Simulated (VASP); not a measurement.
Set up this calculation in VASP 6.6.1, as the native input.

```yaml
Task: relaxation of cell and atoms
Functional: PBE
Potentials_or_basis: VASP PAW PBE potentials, release 64 (Ge_d, Pt)
Cutoff: 520 eV
k_mesh: 6 × 8 × 6
Occupations: gaussian, width 0.1 eV
Spin: no spin polarisation
Further_INCAR_settings: ALGO = Normal; EDIFF = 1e-07; IBRION = 2; POTIM = 0.3; EDIFFG = -0.005; NSW = 60; ISIF = 3
```

The structure of GePt lies in POSCAR:

```
GePt                                    
1.0
    5.8167922647     -0.0000000000      0.0000000000
    0.0000000000      3.7527827165      0.0000000000
    0.0000000000      0.0000000000      6.1843134148
  Ge              Pt            
     4     4
Direct
     0.6864771848033989    0.2500000000000000    0.5881452483923090
     0.8135228151966011    0.7500000000000000    0.0881452483923087
     0.3135228151966011    0.7500000000000000    0.4118547516076912
     0.1864771848033989    0.2500000000000000    0.9118547516076910
     0.9978564490629586    0.2500000000000000    0.3074949463627892
     0.5021435509370414    0.7500000000000000    0.8074949463627891
     0.0021435509370415    0.7500000000000000    0.6925050536372109
     0.4978564490629585    0.2500000000000000    0.1925050536372109
```

The cell was built by a generator and needn't be a form met in nature.

One way to write it, as run:

INCAR

```
SYSTEM = GePt
ALGO = Normal ; EDIFF = 1E-7
EDIFFG = -0.005 ; ENCUT = 520
GGA = PE ; IBRION = 2
ISIF = 3 ; ISMEAR = 0
KPAR = 4 ; LASPH = .TRUE.
LCHARG = .FALSE. ; LREAL = .FALSE.
LWAVE = .FALSE. ; NELM = 120
NSW = 60 ; POTIM = 0.3
PREC = Accurate ; SIGMA = 0.1
```

KPOINTS

```
k-points
0
G
  6 8 6
  0 0 0
```

Potentials or basis: VASP PAW PBE potentials, release 64 (Ge_d, Pt).

Launch:

```console
$ cat potpaw_PBE.64/Ge_d/POTCAR potpaw_PBE.64/Pt/POTCAR > POTCAR
$ mpirun -np 4 vasp_std > vasp.out
```

Results of the run:

```yaml
Relaxed_volume: 16.88 Å³/atom
Relaxed_cell: a = 5.819 Å, b = 3.753 Å, c = 6.184 Å, α = 90.00°, β = 90.00°, γ = 90.00°
Space_group_after_relaxing_to_0.05_Å: Pnma (No. 62)
Energy_gained_by_relaxing: 0.0 meV/atom
Ionic_steps: 3
Pressure_after_relaxing: 0.0 GPa
Largest_force_after_relaxing: 0.005 eV/Å
Band_gap_on_the_k_mesh: none (metal or under the smearing width)
```

Run time: 2.7 min on 4 MPI ranks on AMD EPYC 9R45 96-Core Processor (Zen 5), with other jobs on the host, peak memory 0.56 GiB a rank.
